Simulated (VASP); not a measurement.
A run of VASP 6.6.1 is set up as follows.

The input POSCAR:

```
Ti
1.0
    2.6268863562      0.0000000000      0.0000000000
    0.0000000000      2.6268863562      0.0000000000
    0.0000000000      0.0000000000      2.6268863562
Ti
1
Direct
    0.0000000000      0.0000000000      0.0000000000
```

File INCAR.step1:

```
SYSTEM = Ti
PREC     = Accurate       ! precision mode
ENCUT    = 520            ! plane-wave cutoff, eV
ISMEAR   = 0              ! smearing method
SIGMA    = 0.1            ! smearing width, eV
LREAL    = .FALSE.        ! projectors in reciprocal space
LASPH    = .TRUE.         ! aspherical terms in the spheres
NELM     = 100            ! most SCF steps
NBANDS   = 12             ! bands
GGA      = PE             ! functional
ALGO     = Normal         ! electronic algorithm
EDIFF    = 1E-4           ! SCF threshold, eV
LWAVE    = .TRUE.         ! write WAVECAR
LCHARG   = .FALSE.        ! write CHGCAR
```

INCAR.step2

```
SYSTEM = Ti
PREC     = Accurate       ! precision mode
ENCUT    = 520            ! plane-wave cutoff, eV
EDIFF    = 1E-6           ! SCF threshold, eV
ISMEAR   = 0              ! smearing method
SIGMA    = 0.1            ! smearing width, eV
LREAL    = .FALSE.        ! projectors in reciprocal space
LASPH    = .TRUE.         ! aspherical terms in the spheres
NELM     = 100            ! most SCF steps
ALGO     = Normal         ! electronic algorithm
ISIF     = 2              ! what is computed and relaxed
LWAVE    = .FALSE.        ! write WAVECAR
LCHARG   = .FALSE.        ! write CHGCAR
METAGGA  = R2SCAN         ! meta-GGA
LMIXTAU  = .TRUE.       
NBANDS   = 12             ! bands
ISTART   = 1
```

File KPOINTS:

```
Automatic mesh
0
G
  22 22 22
  0 0 0
```

Potentials or basis: VASP PAW PBE potentials, release 64 (Ti_sv).

Launch:

```console
$ cat potpaw_PBE.64/Ti_sv/POTCAR > POTCAR
$ cp INCAR.step1 INCAR
$ mpirun -np 1 vasp_std > vasp.out
$ cp INCAR.step2 INCAR
$ mpirun -np 1 vasp_std > vasp.out
```

Problem. Estimate the pressure.

Solution. 0.4 GPa.

Problem. What does it give for the band gap on the k mesh?

Solution. None (metal or under the smearing width).

Caveat: the PAW data sets were made with another functional, which shifts forces and pressure a little.
